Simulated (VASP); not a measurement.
MoS2: single point with PBE+D3(BJ)

MoS2, a sheet with vacuum:

```
S Mo
1.0
     3.16000    0.00000    0.00000
    -1.58000    2.73664    0.00000
     0.00000    0.00000   24.27000
S Mo
4 2
Direct
  0.33333 0.66667 0.30902
  0.33333 0.66667 0.43758
  0.66667 0.33333 0.56242
  0.66667 0.33333 0.69098
  0.66667 0.33333 0.37330
  0.33333 0.66667 0.62670
```

The cell was built by a generator and needn't be a form met in nature.

```
Program                : VASP 6.6.1
Task                   : single point
Functional             : PBE
Dispersion             : D3(BJ)
Potentials or basis    : VASP PAW PBE potentials, release 64 (S, Mo_sv)
Cutoff                 : 520 eV
k mesh                 : 12 × 12 × 1
Occupations            : gaussian, width 0.01 eV
Spin                   : no spin polarisation
Dipole correction      : no
Further INCAR settings : ALGO = Fast; EDIFF = 1e-06; NBANDS = 35
```

| Item | Value |
| --- | --- |
| Largest force | 0.091 eV/Å |
| Band gap on the k mesh | 1.29 eV, indirect (least direct gap 1.72 eV) |
| Dispersion energy per atom | -0.371 eV |

Forces on the atoms (eV/Å):
```
S    0.000  0.000 -0.076
S    0.000  0.000  0.091
S    0.000  0.000 -0.091
S    0.000  0.000  0.076
Mo   0.000  0.000  0.032
Mo   0.000  0.000 -0.032
```

Levels at points of the mesh, in eV from the valence-band top:
| k point | band 22 | band 23 | band 24 | band 25 | band 26 | band 27 | band 28 | band 29 | band 30 | band 31 |
| --- | --- | --- | --- | --- | --- | --- | --- | --- | --- | --- |
| (0.00, 0.00, 0.00) | -1.93 | -1.93 | -1.75 | -0.67 | 0.00 | 2.35 | 2.35 | 2.37 | 2.37 | 2.58 |
| (0.50, 0.00, 0.00) | -2.33 | -1.45 | -1.35 | -1.14 | -1.08 | 1.86 | 1.88 | 2.32 | 2.45 | 3.28 |

It took 2.1 min on 1 thread of Intel(R) Xeon(R) Platinum 8375C CPU @ 2.90GHz (Ice Lake) (shared host), peak memory 0.39 GiB.

PBE gaps usually lie below the measured ones, often by a third to a half.
